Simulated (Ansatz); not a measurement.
# FeO (Wuestite) under changes of volume

One of the cells (10.067 Å³/atom); the others are scaled copies at fixed shape and fractional positions:

```
Fe O
1.0
     1.51882    0.87689    2.51958
    -1.51882    0.87689    2.51958
     0.00000   -1.75378    2.51958
Fe O
1 1
Cartesian
  0.0000 0.0000 0.0000
  0.0000 0.0000 3.7794
```

- Program: Ansatz 0.2.0
- Functional: PBEsol
- Potentials or basis: Ansatz PAW
- Cutoff: 420 eV (not typed: the program's choice for these potentials)
- k mesh: 11 × 11 × 11
- Occupations: fermi-dirac, width 0.05 eV
- Spin: collinear spin, ferromagnetic start
- Starting moments: [3.0, 0.0] μB

| volume (Å³/atom) | energy over the lowest point (meV/atom) | pressure (GPa) |
| --- | --- | --- |
| 9.463 | 0.10 | 2.3 |
| 9.664 | 0.00 | -2.0 |
| 9.866 | 5.16 | -6.0 |
| 10.067 | ? | ? |
| 10.268 | 28.91 | -12.6 |
| 10.470 | 46.57 | -15.3 |
| 10.671 | 67.55 | -17.8 |

Q: What does the run at 10.067 Å³/atom give?

A: Energy over the lowest point 14.96 meV/atom; pressure -9.4 GPa.

Worked out: A Birch-Murnaghan fit of order 3 (a polynomial in V^(-2/3)) to the other rows has its minimum at 9.57 Å³/atom with B0 = V·E''(V) = 209 GPa and B' = 4.5 at fixed shape and positions, which overstates the stiffness. It gives 14.95 meV/atom at 10.067 Å³/atom, against the run's 14.96, and -dE/dV = -9.5 GPa, against -9.4.

Energies are extrapolated to zero smearing.

Caveats: a cell with one magnetic atom can't hold antiferromagnetic order, which such compounds often take; the PAW data sets come from PBE, with cores solved anew for the run's functional, which leaves a small shift of forces and pressure.
